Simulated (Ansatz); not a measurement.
Wanted: the native input for an Ansatz 0.2.0 run.

```yaml
Task: relaxation of cell and atoms
Functional: revPBE
Dispersion: D3(BJ)
Potentials_or_basis: Ansatz PAW
Cutoff: "420 eV (not typed: the program's choice for these potentials)"
k_mesh: 5 × 5 × 5
Occupations: fermi-dirac, width 0.05 eV
Spin: no spin polarisation
```

The system is HfO2.

```
Hf O
1.0
     5.11800    0.00000    0.00000
     0.00000    5.18570    0.00000
    -0.85866    0.00000    5.21387
Hf O
4 8
Direct
  0.27550 0.46030 0.70800
  0.72450 0.96030 0.79200
  0.72450 0.53970 0.29200
  0.27550 0.03970 0.20800
  0.07420 0.16840 0.84670
  0.92580 0.66840 0.65330
  0.92580 0.83160 0.15330
  0.07420 0.33160 0.34670
  0.44870 0.74190 0.98010
  0.55130 0.24190 0.51990
  0.55130 0.25810 0.01990
  0.44870 0.75810 0.48010
```

These files were run (other wordings do the same):

input.yaml

```yaml
crystal:
  lattice:
    - [5.118, 0.0, 0.0]
    - [0.0, 5.1857, 0.0]
    - [-0.8586630598, 0.0, 5.2138671406]
  atoms:
    - { symbol: Hf, position: [0.2755, 0.4603, 0.708] }
    - { symbol: Hf, position: [0.7245, 0.9603, 0.792] }
    - { symbol: Hf, position: [0.7245, 0.5397, 0.292] }
    - { symbol: Hf, position: [0.2755, 0.0397, 0.208] }
    - { symbol: O, position: [0.0742, 0.1684, 0.8467] }
    - { symbol: O, position: [0.9258, 0.6684, 0.6533] }
    - { symbol: O, position: [0.9258, 0.8316, 0.1533] }
    - { symbol: O, position: [0.0742, 0.3316, 0.3467] }
    - { symbol: O, position: [0.4487, 0.7419, 0.9801] }
    - { symbol: O, position: [0.5513, 0.2419, 0.5199] }
    - { symbol: O, position: [0.5513, 0.2581, 0.0199] }
    - { symbol: O, position: [0.4487, 0.7581, 0.4801] }
hamiltonian:
  xc: revpbe
  pseudopotentials: { kind: paw }
  dispersion: d3bj
kpoints:
  mp_grid: { grid: [5, 5, 5] }
scf:
  occupations: { method: fermi_dirac, width: 0.05 }
output:
  forces: true
  stress: true
relax:
  f_tol: 0.01
  max_steps: 40
  cell: { stress_tol: 0.05 }
```

Potentials or basis: Ansatz PAW.

Launch:

```bash
$ ansatz run input.yaml --threads 4 --pin off --max-ram 11264MiB --backend cpu --events-out ev --progress --plain --runs-dir out
```

Results of the run:

| Item | Value |
| --- | --- |
| Relaxed volume | 11.63 Å³/atom |
| Relaxed cell | a = 5.121 Å, b = 5.216 Å, c = 5.294 Å, α = 90.00°, β = 99.35°, γ = 90.00° |
| Space group after relaxing (to 0.05 Å) | P2_1/c (No. 14) |
| Energy gained by relaxing | 4.3 meV/atom |
| Ionic steps | 9 |
| Pressure after relaxing | 0.0 GPa |
| Band gap on the k mesh | 4.17 eV |

Caveat: odd divisions of the mesh miss points on the zone boundary, where band edges often lie, so the gap on the mesh can be too wide; the plane-wave basis is chosen anew once the cell has moved, so the energies of steps on either side of that aren't comparable; the pressure holds a Pulay correction of +0.7 GPa for the finite cutoff; spin-orbit coupling is left out, which moves the levels of the heavy elements; the PAW data sets come from PBE, with cores solved anew for the run's functional, which leaves a small shift of forces and pressure.

Run time: 3 min on 4 threads of Intel(R) Xeon(R) Processor @ 2.50GHz (Skylake/Cascade Lake), with other jobs on the host, peak memory 0.85 GiB.
